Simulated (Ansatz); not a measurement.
Wanted: the native input for an Ansatz 0.2.0 run.

```
Task                : single point
Functional          : PBE
Potentials or basis : all-electron LAPW, scalar-relativistic
Cutoff              : 350 eV (chosen from the basis error)
Basis error allowed : 0.001 eV/atom
k mesh              : 11 × 11 × 11
Occupations         : fermi-dirac, width 0.05 eV
Spin                : no spin polarisation
```

Cu:

```xyz
2
Lattice="1.2185 -3.9764 0.0000 1.2185 3.9764 0.0000 0.0000 0.0000 2.4755" Properties=species:S:1:pos:R:3 pbc="T T T"
Cu    1.2239   -2.9338    1.8317
Cu    1.2431    2.9828    0.6113
```

This isn't the form of Cu at room conditions, which is fcc.

The cell isn't the ideal one: atoms moved at random, drawn with an rms of 0.05 Å.

One way to write it, as run:

input.yaml

```yaml
crystal:
  lattice:
    - [1.21846369, -3.9763780104, 0.0]
    - [1.21846369, 3.9763780104, 0.0]
    - [0.0, 0.0, 2.4754955235]
  atoms:
    - { symbol: Cu, position: [0.871119, 0.133307, 0.739922] }
    - { symbol: Cu, position: [0.135042, 0.885184, 0.246958] }
kpoints:
  mp_grid: { grid: [11, 11, 11] }
scf:
  occupations: { method: fermi_dirac, width: 0.05 }
hamiltonian:
  xc: pbe
  pseudopotentials: { kind: all_electron, lapw: { basis_error: 0.001 } }
output:
  forces: true
  stress: true
  eigenvalues: true
  populations: true
```

Potentials or basis: all-electron LAPW, scalar-relativistic.

The run is started by

```bash
$ ansatz run input.yaml --threads 1 --pin off --max-ram 3072MiB --backend cpu --events-out ev --progress --plain --runs-dir out
```

It gave:

```json
{
 "Pressure": "6.7 GPa",
 "Largest force": "0.754 eV/Å",
 "Band gap on the k mesh": "none (metal or under the smearing width)"
}
```

It took 2.8 min on 1 thread of Arm Neoverse V1 (shared host), peak memory 1.4 GiB.
